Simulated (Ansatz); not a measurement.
SnO$_{2}$ (I4_1/amd), random displacements

All numbers below come from DFT r2SCAN, scalar-relativistic, plane waves, PAW in Ansatz 0.2.0. Cutoff 500 eV, Γ-centred 10×10×10 k-points, Gaussian smearing of 0.05 eV. No spin polarisation. Energies are free energies at this smearing, counted from the undisturbed cell; pressure is positive in compression.

Zero of the scan (as given, not relaxed at this level; this form isn't the usual structure):

```yaml
crystal:
  lattice:
    - [-2.00007, 2.00007, 5.12368]
    - [2.00007, -2.00007, 5.12368]
    - [2.00007, 2.00007, -5.12368]
  atoms:
    - { symbol: Sn, position: [0.75000, 0.25000, 0.50000] }
    - { symbol: Sn, position: [0.00000, 0.00000, 0.00000] }
    - { symbol: O, position: [0.79652, 0.79652, 0.00000] }
    - { symbol: O, position: [0.95348, 0.45348, 0.50000] }
    - { symbol: O, position: [0.20348, 0.20348, 0.00000] }
    - { symbol: O, position: [0.54652, 0.04652, 0.50000] }
```

After a displacement of all atoms with no net shift, the run gives ΔE = 96.4 meV/atom; stress (xx, yy, zz, yz, xz, xy; compression positive) (-0.62, 9.71, -1.76, 0.06, -0.59, -0.83) GPa; gap on the mesh 2.17 eV.

```tsv
atom	Fx (eV/Å)	Fy	Fz
Sn1	1.865	2.674	0.964
Sn2	-0.374	2.170	-1.611
O3	-2.512	0.342	0.691
O4	1.414	0.191	-0.022
O5	-0.105	-3.273	-0.386
O6	-0.286	-2.103	0.364
```

(1) Which displacements (Å, in the unstrained cell) and strain were applied?

Answers

(1)
| atom | ux | uy | uz |
| --- | --- | --- | --- |
| Sn1 | -0.06 | -0.05 | -0.02 |
| Sn2 | -0.02 | -0.05 | 0.05 |
| O3 | 0.05 | -0.05 | -0.03 |
| O4 | -0.06 | -0.01 | 0.00 |
| O5 | 0.07 | 0.10 | 0.01 |
| O6 | 0.02 | 0.06 | -0.01 |
The cell is not strained.

Cost: 1 run of about 4 core-minutes, on Arm Neoverse V2 (shared hosts).